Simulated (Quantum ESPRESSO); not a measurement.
The system is AlCu.

```
Cu Al
1.0
     2.99751    0.00000    0.00000
     0.00000    2.99751    0.00000
     0.00000    0.00000    2.99751
Cu Al
1 1
Cartesian
  1.4988 1.4988 1.4988
  0.0000 0.0000 0.0000
```

The cell comes from a database or a generator and needn't be the stable form of this composition.

| Property | Result |
| --- | --- |
| Program | Quantum ESPRESSO 7.5 |
| Task | phonons |
| Functional | PBEsol |
| Potentials or basis | GBRV 1.5 PBEsol |
| Cutoff | 762 eV |
| Density cutoff | 6095 eV |
| k mesh | 9 × 9 × 9 |
| Occupations | cold, width 0.2 eV |
| Spin | no spin polarisation |
| Mixing beta | 0.5 |
| Most SCF iterations | 120 |
| SCF threshold | 4e-10 Ry |

The cell and the atoms were relaxed first, to 12.93 Å³/atom (a = 2.957 Å, b = 2.957 Å, c = 2.957 Å, α = 90.00°, β = 90.00°, γ = 90.00°), and the response was taken there.

Q: Where do the zone-centre optical modes lie?

A: T1u at 254 cm⁻¹ (IR).

Optical modes at Γ, degenerate ones joined:
```csv
cm⁻¹,components,symmetry,active in
254,3,T1u,IR
```

Caveat: the mesh is thin for the phonons of a metal.
